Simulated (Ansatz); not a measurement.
Relaxed Ti$_{3}$SiC$_{2}$ (MAX-312 type, space group P6_3/mmc):

```yaml
crystal:
  lattice:
    - [3.07276, 0.00000, 0.00000]
    - [-1.53638, 2.66109, 0.00000]
    - [0.00000, 0.00000, 17.72285]
  atoms:
    - { symbol: Ti, position: [0.00000, 0.00000, 0.00000] }
    - { symbol: Ti, position: [0.00000, 0.00000, 0.50000] }
    - { symbol: Ti, position: [0.33333, 0.66667, 0.13489] }
    - { symbol: Ti, position: [0.66667, 0.33333, 0.63489] }
    - { symbol: Ti, position: [0.66667, 0.33333, 0.86511] }
    - { symbol: Ti, position: [0.33333, 0.66667, 0.36511] }
    - { symbol: Si, position: [0.00000, 0.00000, 0.25000] }
    - { symbol: Si, position: [0.00000, 0.00000, 0.75000] }
    - { symbol: C, position: [0.33333, 0.66667, 0.57233] }
    - { symbol: C, position: [0.66667, 0.33333, 0.07233] }
    - { symbol: C, position: [0.66667, 0.33333, 0.42767] }
    - { symbol: C, position: [0.33333, 0.66667, 0.92767] }
```

The atoms are displaced by Q × the pattern below (from a DFPT mode at Γ, largest move 1; Q in Å), at fixed cell. It is one choice among 2 degenerate patterns.

| atom | x | y | z |
|---|---|---|---|
| Ti3 | 0.000 | 0.550 | 0.000 |
| Ti4 | 0.000 | -0.550 | 0.000 |
| Ti5 | 0.000 | -0.550 | 0.000 |
| Ti6 | 0.000 | 0.550 | 0.000 |
| Si7 | 0.000 | 1.000 | 0.000 |
| Si8 | 0.000 | -1.000 | 0.000 |
| C9 | 0.000 | -0.325 | 0.000 |
| C10 | 0.000 | 0.325 | 0.000 |
| C11 | 0.000 | 0.325 | 0.000 |
| C12 | 0.000 | -0.325 | 0.000 |

Atoms not listed stay in place.

Level of theory: PBE (plane waves to 420 eV, PAW, scalar-relativistic; Ansatz, a first-principles code). k mesh 14×14×3 (Γ-centred), Fermi-Dirac smearing 0.05 eV. The energy includes the smearing's −TS. With partly filled bands, energies and forces of such displacements shift with the k mesh and the smearing. Ti3SiC2 is run without spin polarisation. Ti3SiC2 was relaxed with its symmetry unable to fall. ΔE is measured from the undisplaced structure. The last digit holds for this mesh only.

| Q (Å) | ΔE (meV/cell) |
|---|---|
| -0.180 | 115.1 |
| -0.150 | 80.2 |
| -0.120 | 51.6 |
| -0.090 | 29.1 |
| -0.060 | 13.0 |
| -0.030 | 3.3 |
| 0.000 | 0.0 |
| 0.030 | 3.3 |
| 0.060 | withheld |
| 0.090 | 29.9 |
| 0.120 | 53.3 |
| 0.150 | 83.6 |
| 0.180 | 120.9 |

Fit a polynomial form (powers 2, 3, 4) to the given rows and predict ΔE at Q = 0.060.

Least squares on the 12 given rows: ΔE = (3641)·Q² + (499.0)·Q³ + (27.67)·Q⁴, in meV/cell with Q in Å; root-mean-square residual 0.03 meV/cell. At 0.060 the fit gives 13.2 meV/cell; the calculation gives 13.2 meV/cell, the same to the digits shown. The quadratic term alone would give 13.1 meV/cell.

(A displaced cell: forces are minus the slopes of the energy, force constants its curvatures, and phonons follow from these.)
